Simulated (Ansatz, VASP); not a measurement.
# ZnCu: VASP beside Ansatz

```
CELL_PARAMETERS angstrom
2.96756 0.00000 0.00000
0.00000 2.96756 0.00000
0.00000 0.00000 2.96756
ATOMIC_POSITIONS crystal
Zn 0.50000 0.50000 0.50000
Cu 0.00000 0.00000 0.00000
```

Alike in both runs: functional PBE; k mesh 6 × 6 × 6; occupations gaussian, width 0.1 eV; no spin polarisation.

Ansatz relaxed the structure, and its values are those at the end. VASP's run is a single point on that final structure, the one shown.

```csv
,VASP,Ansatz
version,VASP 6.6.1,Ansatz 0.2.0
potentials or method,"VASP PAW PBE potentials, release 64 (Zn, Cu)","scalar-relativistic, plane waves, PAW"
plane-wave cutoff (eV),520,420
valence electrons in the cell,23,31
```

Ansatz gave:

| Quantity | Value |
| --- | --- |
| gap on the k mesh at the Fermi level (eV) | none |
| pressure (GPa) | 0.2 |

Q: Which values does VASP return?

A: gap on the k mesh at the Fermi level (eV): none; pressure (GPa): 0.9.

A gap of «none» marks a metal or a gap that the smearing closes. The two sets of potentials don't hold the same shells in valence.
